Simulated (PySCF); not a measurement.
These 4 structures share the formula [C3H10N]+ (charge +1). Theory: PBE0-D3(BJ)/def2-SVP geometry optimisation, gas phase (PySCF 2.14.0). One conformer each; no zero-point energy, no entropy. No frequencies were run at this level. Point groups hold within 0.08 Å.

Question: Order them by energy at this level, lowest first, and give relative energies in kJ/mol.
A. `[NH+](C)(C)C`
B. `[CH3:1][CH2:2][NH2+:3][CH3:4]` (charge +1) with C1–C2–N3–C4 178°
C. `CC(C)[NH3+]`
D. `[CH3:1][CH2:2][CH2:3][NH3+:4]` (charge +1) with C1–C2–C3–N4 -61°

Answer: C (0.0), D (16.3), B (20.0), A (39.7).

Neighbours under 21 kJ/mol apart (CC(C)[NH3+] and CCC[NH3+]; CCC[NH3+] and CC[NH2+]C; CC[NH2+]C and C[NH+](C)C) can change places with a better method, another conformer or zero-point energy.

| SMILES | E (Eh) | E rel (kJ/mol) | dipole about centre of mass (D) | point group | A, B, C (MHz) |
| --- | --- | --- | --- | --- | --- |
| CC(C)[NH3+] | -174.52716 | 0.0 | 4.22 | Cs | 7767, 7699, 4474 |
| CCC[NH3+] | -174.52094 | 16.3 | 5.21 | C1 | 12971, 4823, 4055 |
| CC[NH2+]C | -174.51954 | 20.0 | 2.21 | – | 23724, 3753, 3519 |
| C[NH+](C)C | -174.51203 | 39.7 | 0.88 | C3v | 8168, 8164, 4743 |

Q: How do the relative energies change in single points at PBE0/pcSseg-1 (no added dispersion term) on the same geometries?

A: 
| SMILES | PBE0-D3(BJ)/def2-SVP (kJ/mol) | PBE0/pcSseg-1 (kJ/mol) | shift |
| --- | --- | --- | --- |
| CC(C)[NH3+] | 0.0 | 0.0 | 0.0 |
| CCC[NH3+] | 16.3 | 16.4 | +0.1 |
| CC[NH2+]C | 20.0 | 16.0 | -4.0 |
| C[NH+](C)C | 39.7 | 32.3 | -7.4 |

Each column counts from its own lowest isomer. The lowest isomer stays, but the order above it changes; the largest shift is 7.4 kJ/mol.

Q: As an exercise, what shares would exp(−E/RT) give at 2000 K from these electronic energies alone (no entropy, no degeneracies)?

A: RT = 16.629 kJ/mol: CC(C)[NH3+] 56.6 %, CCC[NH3+] 21.2 %, CC[NH2+]C 17.0 %, C[NH+](C)C 5.2 %.
